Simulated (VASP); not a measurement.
Crystal: V.

```xyz
1
Lattice="0.0000 1.8950 1.8950 1.8950 0.0000 1.8950 1.8950 1.8950 0.0000" Properties=species:S:1:pos:R:3 pbc="T T T"
V     0.0000    0.0000    0.0000
```

This isn't the form of V at room conditions, which is bcc.

```yaml
Program: VASP 6.6.1
Task: single point
Functional: PBE
Potentials_or_basis: VASP PAW PBE potentials, release 64 (V_sv)
Cutoff: 520 eV
k_mesh: 12 × 12 × 12
Occupations: fermi-dirac, width 0.05 eV
Spin: collinear spin, ferromagnetic start
Starting_moments: "[2.0] μB"
```

On this cell: pressure 4.0 GPa; net moment 0.00 μB per cell; band gap on the k mesh none (metal or under the smearing width).

The same run follows on a disturbed copy (cell strained at random at fixed volume):

```
V
1.0
    -0.04747    1.88866    1.88323
     1.86445   -0.04351    1.87927
     1.85524    1.87549   -0.03430
V
1
Direct
  0.98639 0.98489 0.01687
```

**Question.** What changes?

**Answer.** The energy (extrapolated to zero smearing) moves by +1.7 meV/atom; pressure 3.9 GPa; net moment 0.00 μB per cell; band gap on the k mesh none (metal or under the smearing width).

Stress tensor (GPa, compression positive):
```
2.37 0.47 0.49
0.47 5.14 0.41
0.49 0.41 4.28
```
